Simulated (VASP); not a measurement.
# MoS2 in VASP: notebook

One slab, MoS2, is run at these levels: PBE0, r2SCAN, TPSS; tasks: single point, relaxation of cell and atoms.

Program: VASP 6.6.1. These are calculated values, not measurements. Logs are shortened: lines on timing, memory, paths and dates and some standing lists are left out, and cuts for length are marked.

### Step 1. Starting point

The cell holds a slab with vacuum, 3 atoms: a = 3.184 Å, b = 3.184 Å, c = 17.335 Å, α = 90.00°, β = 90.00°, γ = 120.00°.

### Step 2. Single point, PBE0

POSCAR

```
MoS2
1.0
    3.1841260822      0.0000000000      0.0000000000
   -1.5920630411      2.7575340760      0.0000000000
    0.0000000000      0.0000000000     17.3345999500
Mo S
1 2
Direct
    0.0000000000      0.0000000000      0.0000000000
    0.3333333333      0.6666666667      0.9105070200
    0.3333333333      0.6666666667      0.0894929800
```

INCAR.step1

```
PREC = Accurate ; ENCUT = 250
EDIFF = 1E-5 ; ISMEAR = 0
SIGMA = 0.01 ; LREAL = False
LASPH = True ; NELM = 100
ALGO = Normal ; ISIF = 2
LWAVE = True ; LCHARG = False
NKRED = 1 ; NBANDS = 21
GGA = PE
```

INCAR.step2

```
PREC = Accurate ; ENCUT = 250
EDIFF = 1E-6 ; ISMEAR = 0
SIGMA = 0.01 ; LREAL = False
LASPH = True ; NELM = 100
ALGO = Normal ; ISIF = 2
LWAVE = False ; LCHARG = False
GGA = PE ; LHFCALC = True
AEXX = 0.25 ; PRECFOCK = Fast
NKRED = 1 ; NBANDS = 21
ISTART = 1
```

KPOINTS

```
Automatic mesh
0
Gamma
  6 6 1
```

Potentials or basis: VASP PAW PBE potentials, release 64 (Mo_sv, S).

On the command line:

```sh
cat potpaw_PBE.64/Mo_sv/POTCAR potpaw_PBE.64/S/POTCAR > POTCAR
cp INCAR.step1 INCAR
mpirun -np 1 vasp_std > vasp.out
cp INCAR.step2 INCAR
mpirun -np 1 vasp_std > vasp.out
```

OUTCAR:

```text
PREC = Accurate
   ENCUT = 250
   EDIFF = 1E-6
   ISMEAR = 0
   LREAL = False
   LASPH = True
   NELM = 100
   ISIF = 2
   GGA = PE
   LHFCALC = True
   AEXX = 0.25
   PRECFOCK = Fast
   NKRED = 1
   ISTART = 1

 Found      7 irreducible k-points:

 Following reciprocal coordinates:
            Coordinates               Weight
  0.000000  0.000000  0.000000      1.000000
  0.166667  0.000000  0.000000      6.000000
  0.333333  0.000000  0.000000      6.000000
  0.500000  0.000000  0.000000      3.000000
  0.166667  0.166667  0.000000      6.000000
  0.333333  0.166667  0.000000     12.000000
   k-points           NKPTS =      7   k-points in BZ     NKDIM =     36   number of bands    NBANDS=     21
   number of dos      NEDOS =    301   number of ions     NIONS =      3
   total plane-waves  NPLWV =  23040
   dimension x,y,z NGX =    16 NGY =   16 NGZ =   90
   dimension x,y,z NGXF=    32 NGYF=   32 NGZF=  180
   ions per type =               1   2
   NGX,Y,Z   is equivalent  to a cutoff of   8.35,  8.35,  8.63 a.u.
   NGXF,Y,Z  is equivalent  to a cutoff of  16.71, 16.71, 17.26 a.u.
 SYSTEM =  unknown system
   PREC   = accura    normal or accurate (medium, high low for compatibility)
   ISTART =      1    job   : 0-new  1-cont  2-samecut
   ICHARG =      0    charge: 1-file 2-atom 10-const
   ISPIN  =      1    spin polarized calculation?
   LNONCOLLINEAR =      F non collinear calculations
   LSORBIT =      F    spin-orbit coupling
   LASPH  =      T    aspherical Exc in radial PAW
   ENCUT  =  250.0 eV  18.37 Ry    4.29 a.u.   4.11  4.11 22.35*2*pi/ulx,y,z
   NELM   =    100;   NELMIN=  2; NELMDL=  0     # of ELM steps
   EDIFF  = 0.1E-05   stopping-criterion for ELM
   LREAL  =      F    real-space projection
   EDIFFG = 0.1E-04   stopping-criterion for IOM
   NSW    =      0    number of steps for IOM
   IBRION =     -1    ionic relax: 0-MD 1-quasi-New 2-CG
   NFREE  =      0    steps in history (QN), initial steepest desc. (CG)
   ISIF   =      2    stress and relaxation
   ISYM   =      3    0-nonsym 1-usesym 2-fastsym
   POTIM  = 0.5000    time-step for ionic-motion
   TEBEG  =    0.0;   TEEND  =   0.0 temperature during run
   PSTRESS=    0.0 pullay stress
   NELECT =      26.0000    total number of electrons
   NUPDOWN=      -1.0000    fix difference up-down
   EMIN   =  10.00;   EMAX   =-10.00  energy-range for DOS
   EFERMI =   0.00;   METHOD = LEGACY
   ISMEAR =     0;   SIGMA  =   0.01  broadening in eV -4-tet -1-fermi 0-gaus
   EFERMI_NEDOS =   21; number of points for ismear=-14 and -15
   IALGO  =     38    algorithm
   IMIX   =      1    mixing-type and parameters
     AMIX     =   0.40;   BMIX     =  1.00
     AMIX_MAG =   1.60;   BMIX_MAG =  1.00
  volume/ion in A,a.u.               =      50.73       342.37
  Fermi-wavevector in a.u.,A,eV,Ry     =   0.908359  1.716550 11.226391  0.825116
  Thomas-Fermi vector in A             =   2.032276
   LORBIT       =      0    0 simple, 1 ext, 2 COOP (PROOUT), +10 PAW based schemes
   GGA     = PE    functional components
   LHFCALC =     T    Hartree Fock is set to
   PRECFOCK=fast      Normal, Fast or Accurate (Low or Medium for compatibility)
   ENCUT4O =  -1.0   cutoff for four orbital integrals eV
   NKREDX  =     1    reduce k-point grid by
   NKREDY  =     1    reduce k-point grid by
   NKREDZ  =     1    reduce k-point grid by
   AEXX    =    0.2500 exact exchange contribution
   HFSCREEN=    0.0000 screening length (either q_TF or 0.3 A-1)
   HFSCREENC=   0.0000 screening length for correlation (either q_TF or 0.3 A-1)
   ENCUTFOCK=  -1.0 apply spherical cutoff to Coloumb kernel
   IVDW    =     0    specifies the selected vdW correction
   LEPSILON=     F    determine dielectric tensor
   LRPA    =     F    only Hartree local field effects (RPA)
 non-spin polarized calculation
 Gauss-broadening in eV      SIGMA  =   0.01
  energy-cutoff  :      250.00
  volume of cell :      152.20
 maximum number of plane-waves:      1392
  NGX = 10; NGY = 10; NGZ = 54

 number of electron      26.0000005 magnetization

 Free energy of the ion-electron system (eV)
  ---------------------------------------------------
  ext. energy  EPLUGINS =         0.00000000
  ---------------------------------------------------
  free energy    TOTEN  =       -28.37240195 eV

  energy without entropy =      -28.37240195  energy(sigma->0) =      -28.37240195

 E-fermi :  -2.1787     XC(G=0):  -3.3922

 val. band max:       -2.2224919175   @ k =   0.3333   0.3333   0.0000
 cond. band min:       0.5873242501   @ k =   0.3333   0.3333   0.0000
 fundamental gap:      2.8098161676
 Fermi energy:        -2.1787406126

 k-point     1 :       0.0000    0.0000    0.0000
  band No.  band energies     occupation
      1     -67.1743      2.00000
      2     -39.9051      2.00000
      3     -39.6617      2.00000
      4     -39.6607      2.00000
      5     -18.0152      2.00000
      6     -16.5254      2.00000
      7      -8.6990      2.00000
      8      -5.3445      2.00000
      9      -5.3443      2.00000
     10      -4.3141      2.00000
     11      -3.9661      2.00000
     12      -3.9660      2.00000
     13      -2.2259      2.00000
     14       2.0184      0.00000
     15       2.0185      0.00000
     16       2.2982      0.00000
     17       2.2984      0.00000
     18       4.3285      0.00000
     19       4.6871      0.00000
     20       5.3788      0.00000
     21       5.8635      0.00000

 k-point     2 :       0.1667    0.0000    0.0000
  band No.  band energies     occupation
      1     -67.1636      2.00000
      2     -39.8825      2.00000
      3     -39.7791      2.00000
      4     -39.6879      2.00000
      5     -17.5777      2.00000
      6     -16.3545      2.00000
      7      -8.2290      2.00000
      8      -6.1852      2.00000
      9      -5.5696      2.00000
     10      -4.8806      2.00000
     11      -4.5970      2.00000
     12      -3.5541      2.00000
     13      -2.5836      2.00000
     14       1.5160      0.00000
     15       1.8427      0.00000
     16       1.8473      0.00000
     17       2.7031      0.00000
     18       4.9147      0.00000
     19       5.2303      0.00000
     20       6.1251      0.00000
     21       7.3488      0.00000

 k-point     3 :       0.3333    0.0000    0.0000
  band No.  band energies     occupation
      1     -67.1415      2.00000
      2     -40.0052      2.00000
      3     -39.8372      2.00000
      4     -39.7418      2.00000
      5     -16.5658      2.00000
      6     -15.9657      2.00000
      7      -8.2506      2.00000
      8      -6.9864      2.00000
      9      -6.7750      2.00000
     10      -5.5203      2.00000
     11      -4.1660      2.00000
     12      -3.9199      2.00000
     13      -3.3710      2.00000
     14       1.3666      0.00000
     15       1.5365      0.00000
     16       2.7646      0.00000
     17       3.5627      0.00000
     18       6.3072      0.00000
     19       6.6291      0.00000
     20       7.3174      0.00000
     21       7.5838      0.00000

 k-point     4 :       0.5000    0.0000    0.0000
  band No.  band energies     occupation
      1     -67.1301      2.00000
      2     -40.1145      2.00000
      3     -39.8139      2.00000
      4     -39.7676      2.00000
      5     -15.9460      2.00000
      6     -15.7393      2.00000
      7      -8.8271      2.00000
      8      -7.6643      2.00000
      9      -6.9636      2.00000
     10      -5.8914      2.00000
     11      -4.4560      2.00000
     12      -3.4614      2.00000
     13      -3.0192      2.00000
     14       1.3900      0.00000
     15       1.9784      0.00000
     16       3.3037      0.00000
     17       3.8205      0.00000
     18       5.6012      0.00000
     19       7.4057      0.00000
     20       7.7589      0.00000
     21       8.3873      0.00000

 k-point     5 :       0.1667    0.1667    0.0000
  band No.  band energies     occupation
      1     -67.1471      2.00000
      2     -39.9294      2.00000
      3     -39.8486      2.00000
      4     -39.7500      2.00000
      5     -16.8439      2.00000
      6     -16.0662      2.00000
      7      -7.9014      2.00000
      8      -6.6995      2.00000
      9      -6.4189      2.00000
     10      -5.8884      2.00000
     11      -4.5830      2.00000
     12      -3.5389      2.00000
     13      -3.1783      2.00000
     14       1.0911      0.00000
     15       1.6768      0.00000
     16       1.9774      0.00000
     17       3.6585      0.00000
     18       5.9416      0.00000
     19       6.2484      0.00000
     20       7.1190      0.00000
     21       8.5171      0.00000

 k-point     6 :       0.3333    0.1667    0.0000
  band No.  band energies     occupation
      1     -67.1303      2.00000
      2     -40.0587      2.00000
      3     -39.8272      2.00000
      4     -39.8142      2.00000
      5     -15.9672      2.00000
      6     -15.7203      2.00000
      7      -8.3141      2.00000
      8      -7.7938      2.00000
      9      -6.6945      2.00000
     10      -5.9228      2.00000
     11      -4.9922      2.00000
     12      -4.2773      2.00000
     13      -2.8315      2.00000
     14       1.3020      0.00000
     15       2.0366      0.00000
     16       2.7347      0.00000
     17       3.9549      0.00000
     18       6.4946      0.00000
     19       7.9097      0.00000
     20       7.9259      0.00000
     21       8.7743      0.00000

 [... further k-points ...]

------------------------ aborting loop because EDIFF is reached ----------------------------------------

  FORCE on cell =-STRESS in cart. coord.  units (eV):
  Direction    XX          YY          ZZ          XY          YZ          ZX
  --------------------------------------------------------------------------------------
  -------------------------------------------------------------------------------------
  Total       -2.5642186     -2.5642186     -2.1179275     -0.0000000      0.0000000      0.0000000
  in kB      -26.9923476    -26.9923476    -22.2944472     -0.0000000      0.0000000      0.0000000
  external PRESSURE =     -25.4263808 kB  Pullay stress =       0.0000000 kB

 VOLUME and BASIS-vectors are now :
 -----------------------------------------------------------------------------
  energy-cutoff  :      250.00
  volume of cell :      152.20
      direct lattice vectors                 reciprocal lattice vectors
     3.184126082  0.000000000  0.000000000     0.314057915  0.181321422  0.000000000
    -1.592063041  2.757534076  0.000000000     0.000000000  0.362642844  0.000000000
     0.000000000  0.000000000 17.334599950     0.000000000  0.000000000  0.057688092

 POSITION                                       TOTAL-FORCE (eV/Angst)
 -----------------------------------------------------------------------------------
      0.00000      0.00000      0.00000        -0.000000     -0.000000      0.000000
     -0.00000      1.83836     15.78327         0.000000      0.000000      0.267441
     -0.00000      1.83836      1.55133         0.000000      0.000000     -0.267441
 -----------------------------------------------------------------------------------
    total drift:                               -0.000027      0.000046      0.000020

  FREE ENERGIE OF THE ION-ELECTRON SYSTEM (eV)
  ---------------------------------------------------
  free  energy   TOTEN  =       -28.3724019479 eV

  energy  without entropy=      -28.3724019479  energy(sigma->0) =      -28.37240195
```

Wall time 4.1 min (1 thread of Intel Xeon Platinum 8259CL at 2.50GHz (Skylake/Cascade Lake), shared host); peak memory 0.16 GiB.

The run converged, but a check on its numbers failed (symmetry, net force, bounds or a known fault of this set-up), so they aren't taken as properties of the slab.

Caveat: the cutoff lies under the usual one of these potentials, so the numbers hold a large basis-set error; the PAW data sets were made with another functional, which shifts forces and pressure a little.

[end of part 1 of 2]
